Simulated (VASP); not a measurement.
Wanted: the native input for a VASP 6.6.1 run.

```
Task                   : single point
Functional             : PBE
Potentials or basis    : VASP PAW PBE potentials, release 64 (Si, O, N)
Cutoff                 : 520 eV
k mesh                 : 2 × 2 × 3
Occupations            : gaussian, width 0.02 eV
Spin                   : collinear spin, typed start
Starting moments       : [0.0, 0.0, 0.0, 0.0, 0.0, 0.0, 0.0, 0.0, 0.0, 0.0, 0.0, 0.0, 0.0, 0.0, 0.15, 0.0, 0.0, 0.0, 0.0, 0.0, 0.0, 0.0, 0.0, 0.0, 0.28] μB
Dipole correction      : no
Further INCAR settings : LREAL = Auto; ALGO = Normal; EDIFF = 1e-07; NBANDS = 88
```

The structure of Si8NO16 (a cell with a defect) lies in POSCAR:

```
Si8NO16
1.0
   -4.1790000000     -4.1790000000      0.0000000000
    4.1790000000     -4.1790000000      0.0000000000
    0.0000000000      0.0000000000      5.3298000000
Si O N
8 16 1
Direct
    0.4986882029      0.4953974635      0.0029592105
    0.0097178751      0.4934553721      0.2426466284
    0.5118838239      0.4875964346      0.4774717625
    0.0079376645      0.4950075377      0.7421679988
    0.0112845178     -0.0005826753     -0.0038530526
    0.5078199330     -0.0013272314      0.2442967841
    0.0072324719      0.0012848768      0.4945515779
    0.5106825796      0.0197967217      0.7468777440
    0.1935824360      0.4863536731     -0.0000784270
    0.0118463747      0.1901083991      0.2429727194
    0.8070967935      0.5002585547     -0.0093076663
    0.0058393156      0.8023853793      0.2465865511
    0.2102234984      0.5003177794      0.4948144396
    0.0105850682      0.1916704953      0.7462058614
    0.8283584590      0.4695427136      0.4827466321
    0.0135287150      0.8041527877      0.7443500694
    0.7024893515      0.0045056234     -0.0069942587
    0.5049343144      0.6950128021      0.2394830951
    0.3104700885      0.0282434793      0.0040883335
    0.5061667863      0.3042261307      0.2391170400
    0.7060923666      0.0366087581      0.4838691883
    0.4312660924      0.7201014597      0.8171899508
    0.3172838000      0.0035451065      0.4976862171
    0.5049956927      0.3171816224      0.7450604150
    0.6111999282      0.7080778894      0.6544290593
```

One way to write it, as run:

INCAR

```
PREC = Accurate
ENCUT = 520
EDIFF = 1E-7
ISMEAR = 0
SIGMA = 0.02
LREAL = Auto
LASPH = T
NELM = 150
ALGO = Normal
ISIF = 2
LWAVE = F
LCHARG = F
ISPIN = 2
MAGMOM = 0 0 0 0 0 0 0 0 0 0 0 0 0 0 0.15 0 0 0 0 0 0 0 0 0 0.28
LORBIT = 11
GGA = PE
NBANDS = 88
```

KPOINTS

```
regular mesh
0
Gamma
  2 2 3
```

Potentials or basis: VASP PAW PBE potentials, release 64 (Si, O, N).

The run is started by

```bash
$ cat potpaw_PBE.64/Si/POTCAR potpaw_PBE.64/O/POTCAR potpaw_PBE.64/N/POTCAR > POTCAR
$ mpirun -np 1 vasp_std > vasp.out
```

Results of the run:

```yaml
Pressure: 27.8 GPa
Largest_force: 0.687 eV/Å
Band_gap_on_the_k_mesh: 0.73 eV, indirect (least direct gap 0.98 eV)
Net_moment: 1.00 μB per cell
Site_moments: Si +0.01, +0.00, -0.01, -0.00; O +0.00, +0.01, +0.02, -0.00, +0.04, +0.11; N +0.50 μB
Valence_electrons_inside_the_program's_atomic_spheres: Si 1.53, 1.51, 1.59, 1.45, 1.48, 1.47; O 5.29, 5.28, 5.21, 5.22, 5.23, 5.26, 5.24, 5.32; N 3.83
```

Caveat: the k mesh is coarse (spacing up to 0.53 Å⁻¹), so the values aren't converged; so large a pressure means that the cell lies far from this level's equilibrium, or that cutoff or potentials fall short.

It took 5.7 min on 1 thread of Intel(R) Xeon(R) Platinum 8559C (Emerald Rapids), with other jobs on the host, peak memory 0.44 GiB.
